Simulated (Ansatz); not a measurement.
The calculation used DFT PBE, scalar-relativistic, plane waves, PAW in Ansatz 0.2.0. All cells share a 420 eV cutoff and Γ-centred k meshes spaced at most about 0.3 Å⁻¹ (about 0.25 or finer for metals, 2π included). No spin polarisation.

All energies are static (0 K, no zero-point motion).

Two forms of Li₄F were relaxed alike.

1.

```
Li F
1.0
     4.26889    0.00000    0.00000
     0.00000    4.26889    0.00000
     0.00000    0.00000    4.26889
Li F
4 1
Direct
  0.50000 0.50000 0.50000
  0.50000 0.00000 0.00000
  0.00000 0.50000 0.00000
  0.00000 0.00000 0.50000
  0.00000 0.00000 0.00000
```

2.

```
Li F
1.0
    -2.07360    2.07360    4.59422
     2.07360   -2.07360    4.59422
     2.07360    2.07360   -4.59422
Li F
4 1
Direct
  0.21141 0.21141 0.00000
  0.78860 0.78860 0.00000
  0.50000 0.00000 0.50000
  0.00000 0.50000 0.50000
  0.00000 0.00000 0.00000
```

Task: Which would you expect to be lower, and how large is the difference?

Result: Cell 2 is lower, by 80 meV/atom. Cell 1 has space group Pm-3m (No. 221), 15.6 Å³/atom and no gap on its mesh; cell 2 has space group I4/mmm (No. 139), 15.8 Å³/atom and no gap. In cell 1, Li on a site of symmetry m-3m has 12 Li at 3.02 Å; Li on a site of symmetry 4/mmm has 2 F at 2.13 Å and 12 Li at 3.02 Å; around F lie 6 Li at 2.13 Å. In cell 2, around Li on a site of symmetry 4mm lies 1 F at 1.94 Å; Li on a site of symmetry mmm is surrounded by 2 F at 2.07 Å; F is surrounded by 2 Li at 1.94 Å and 4 Li at 2.07 Å. Both come from invented guesses.

Cells relaxed within their symmetry can be saddle points.
